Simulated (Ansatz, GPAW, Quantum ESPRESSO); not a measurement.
**TaN: 3 runs at one level of theory**

```xyz
2
Lattice="0.0000 2.2113 2.2113 2.2113 0.0000 2.2113 2.2113 2.2113 0.0000" Properties=species:S:1:pos:R:3 pbc="T T T"
Ta    2.2113    2.2113    2.2113
N     0.0000    0.0000    0.0000
```

The cell comes from a database or a generator and needn't be the stable form of this composition.

Alike in all runs: task band structure; functional PBE; k mesh 10 × 10 × 10; occupations fermi-dirac, width 0.05 eV; no spin polarisation; no spin-orbit coupling. Pressure is positive in compression and, in plane waves, holds the error of the finite cutoff.

| program and potentials | plane-wave cutoff (eV) | notes | pressure (GPa) |
| --- | --- | --- | --- |
| GPAW, GPAW PAW data sets (gpaw-data 1.2.1) | 800 | - | ? |
| Ansatz, all-electron LAPW, scalar-relativistic | - | - | -1.18 |
| Quantum ESPRESSO, PseudoDojo 0.4.1 SR PBE standard | 1143 | - | -1.65 |

Q: Estimate from the other rows what the run with GPAW, GPAW PAW data sets (gpaw-data 1.2.1) gave.

A: Pressure -1.56 GPa. The other rows, which needn't bracket it: pressure -1.65 to -1.18.
